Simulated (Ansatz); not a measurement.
# Co: the cost of one run

Method: DFT PBE, scalar-relativistic, plane waves, PAW, in Ansatz 0.2.0.

## 1. The system as given

It takes space group P6_3/mmc (No. 194, hexagonal). Conventional cell: a = 2.471 Å, b = 2.471 Å, c = 8.088 Å, α = 90.00°, β = 90.00°, γ = 120.00°. Co (site symmetry -3m) is surrounded by 12 Co at 2.47 Å. Around Co (site symmetry -6m2) lie 12 Co at 2.47 Å.

Structure file:

```xyz
4
Lattice="2.4706 0.0000 0.0000 -1.2353 2.1396 0.0000 0.0000 0.0000 8.0882" Properties=species:S:1:pos:R:3 pbc="T T T"
Co    0.0000    0.0000    0.0000
Co    0.0000    1.4264    2.0221
Co    0.0000    0.0000    4.0441
Co    1.2353    0.7132    6.0662
```

The structure comes from the Materials Project (structure only).

(A quick probe on a coarse mesh, which set the mesh and smearing, is not shown.)

## 3. The relaxation

input.yaml reads:

```yaml
crystal:
  lattice:
    - [2.4705617809, 0.0, 0.0]
    - [-1.2352808905, 2.1395692639, 0.0]
    - [0.0, 0.0, 8.0882338]
  atoms:
    - { symbol: Co, position: [0.0, 0.0, 0.0], spin: 1.93 }
    - { symbol: Co, position: [0.33333333, 0.66666667, 0.25], spin: 1.95 }
    - { symbol: Co, position: [0.0, 0.0, 0.5], spin: 1.93 }
    - { symbol: Co, position: [0.66666667, 0.33333333, 0.75], spin: 1.95 }
basis:
  ecutwfc: 420
kpoints:
  mp_grid: { grid: [18, 18, 6] }
hamiltonian:
  xc: pbe
scf:
  occupations: { method: gaussian, width: 0.1 }
output:
  forces: true
  stress: true
  eigenvalues: true
  populations: true
magnetization:
  spin_polarized: true
relax:
  adjacent_minimum: "off"
  f_tol: 0.02
  max_steps: 70
  cell: { stress_tol: 0.1 }
```

Run with:

```sh
> ansatz run input.yaml --threads 2 --pin off --max-ram 5120MiB --backend cpu --events-out ev --progress --plain --runs-dir out
```

Q: Estimate wall time and peak memory on 2 threads of Arm Neoverse V1, shared host.

About 1.8 min, with a peak of 0.69 GiB.
